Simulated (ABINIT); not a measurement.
Here is an ABINIT 10.8.3 (patched build) calculation.

The input run.abi:

```
ndtset 2

pp_dirpath "./"
pseudos "Se.GGA_PBE-JTH.xml, Zn.GGA_PBE-JTH.xml"

acell 3*1.0 Angstrom
rprim
     0.0000000000     2.8338000000     2.8338000000
     2.8338000000     0.0000000000     2.8338000000
     2.8338000000     2.8338000000     0.0000000000
ntypat 2
znucl 34 30
natom 2
typat 1 2
xred
     0.7500000000     0.7500000000     0.7500000000
     0.0000000000     0.0000000000     0.0000000000

ecut 20.0
pawecutdg 40.0

ixc -110131

occopt 3
tsmear 0.00183747

nstep 100

iomode 3
prtwf 0
prteig 0
prtebands 0
enunit 1
prtden1 1

kptopt1 1
ngkpt1 8 8 8
nshiftk1 1
shiftk1 0.0 0.0 0.0
nband1 13
tolvrs1 1.0e-9

iscf2 -2
getden2 1
nband2 17
nbdbuf2 2
tolwfr2 1.0e-12
kptopt2 -9
ndivsm2 5
prteig2 1
prtvol2 -3
kptbounds2
     0.0000000000     0.0000000000     0.0000000000
     0.5000000000     0.0000000000     0.5000000000
     0.5000000000     0.2500000000     0.7500000000
     0.3750000000     0.3750000000     0.7500000000
     0.0000000000     0.0000000000     0.0000000000
     0.5000000000     0.5000000000     0.5000000000
     0.6250000000     0.2500000000     0.6250000000
     0.5000000000     0.2500000000     0.7500000000
     0.5000000000     0.5000000000     0.5000000000
     0.3750000000     0.3750000000     0.7500000000
```

Potentials or basis: JTH PAW PBE v2.0.

The run is started by

```sh
$ abinit run.abi > log 2>&1
```

Task: Predict the band gap on the k mesh.

Result: 1.75 eV, direct.

Levels at the corners of the path, in eV from the valence-band top:
```csv
point,band 7,band 8,band 9,band 10,band 11,band 12
Γ,0.00,0.00,0.00,1.75,6.06,6.06
X,-4.63,-2.09,-2.09,3.53,3.80,11.26
W,-4.53,-2.63,-2.50,5.72,5.96,7.34
K,-4.56,-2.92,-1.72,4.01,5.92,9.53
Γ,0.00,0.00,0.00,1.75,6.06,6.06
L,-5.01,-0.83,-0.83,2.92,6.67,6.67
U,-4.56,-2.92,-1.72,4.01,5.92,9.53
W,-4.53,-2.63,-2.50,5.72,5.96,7.34
L,-5.01,-0.83,-0.83,2.92,6.67,6.67
K,-4.56,-2.92,-1.72,4.01,5.92,9.53
```

**What was measured.**

From “Alloy Disordering Effects on the Thermal Conductivity and Energy Gap Temperature Dependence of Cd1−xZnxSe Ternary Crystals Grown by the Bridgman Method”, 2023, pmc:10253836, for a bulk crystal of ZnSe at 300 K: band gap 2.695 ± 0.003 eV (an exciton energy, a little under the gap).

A measured gap of ZnSe is 2.695 eV (an exciton energy, a little under the gap; 300 K; “Alloy Disordering Effects on the Thermal Conductivity and Energy Gap Temperature Dependence of Cd1−xZnxSe Ternary Crystals Grown by the Bridgman Method”, 2023, pmc:10253836); the calculated 1.75 eV misses it by -0.94 eV. Spin-orbit coupling on Se is left out. The value is that of OLYP, without temperature or zero-point motion.
